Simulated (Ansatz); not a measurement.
This script drives Ansatz's Python interface.

The script, `sno.py`:
```python
'''What spin-orbit coupling does to the bands of SnO.'''

import warnings

import ansatz as az
from ase import Atoms

warnings.simplefilter('ignore', az.DeckWarning)

atoms = Atoms(
    ['Sn', 'Sn', 'O', 'O'],
    scaled_positions=[
        (0.0, 0.23191, 0.51314),
        (0.5, 0.76809, 0.01314),
        (0.0, 0.89125, 0.73686),
        (0.5, 0.10875, 0.23686),
    ],
    cell=[
        (3.355, 0.0, 0.0),
        (0.0, 5.6741, 0.0),
        (0.0, 0.0, 4.22197),
    ],
    pbc=True,
)
crystal = az.Crystal.from_ase(atoms)

job = (
    crystal.calculation()
    .accuracy('medium')
    .kpoints(7, 4, 6)
    .functional('PBEsol')
    .scf(tolerance=1e-08, max_iterations=150, extra_bands=6)
    .basis(47 * az.Ry)
    .occupations('fixed')
    .band_table()
)
for label, variant in (('scalar-relativistic', job), ('spin-orbit', job.spin(soc=True))):
    r = variant.run(threads=1).report
    zero = r['band_edges_ev'][0] if r.get('band_edges_ev') else r['fermi_energy_ev']
    near = [round(e - zero, 3) for e in r['eigenvalues_ev'][0] if abs(e - zero) < 4]
    print(label)
    print('  band edges (eV):', [round(e, 3) for e in r.get('band_edges_ev') or []] or 'none reported')
    print('  levels at k =', r['kpoints_frac'][0], 'within 4 eV of the zero:', near)
```

It is started by `python sno.py`. How long does it take on 1 thread of Arm Neoverse V1 (shared host), and how much memory does it need?

It took about 110 s, with a peak of 0.95 GiB, for 2 runs of the engine.

`python sno.py` gives:
```text
scalar-relativistic
  band edges (eV): [7.151, 8.502]
  levels at k = [0.0, 0.0, 0.0] within 4 eV of the zero: [-3.807, -3.485, -2.618, -2.033, 0.0, 2.625, 3.129]
spin-orbit
  band edges (eV): [7.144, 8.411]
  levels at k = [0.0, 0.0, 0.0] within 4 eV of the zero: [-3.812, -3.812, -3.485, -3.485, -2.623, -2.623, -2.035, -2.035, -0.0, 0.0, 2.585, 2.585, 3.152, 3.152]
```

These settings explore the input space; cutoff and mesh may be short of convergence. The computed bands are complete only to about 3.6 eV above the Fermi level. This cell is a computed structure, which may not be the phase found in nature. Gaps and levels are Kohn-Sham values on a finite set of k-points. With spin-orbit coupling each level holds one electron and, with inversion or at time-reversal points, comes in pairs; a window in energy can cut a split set.
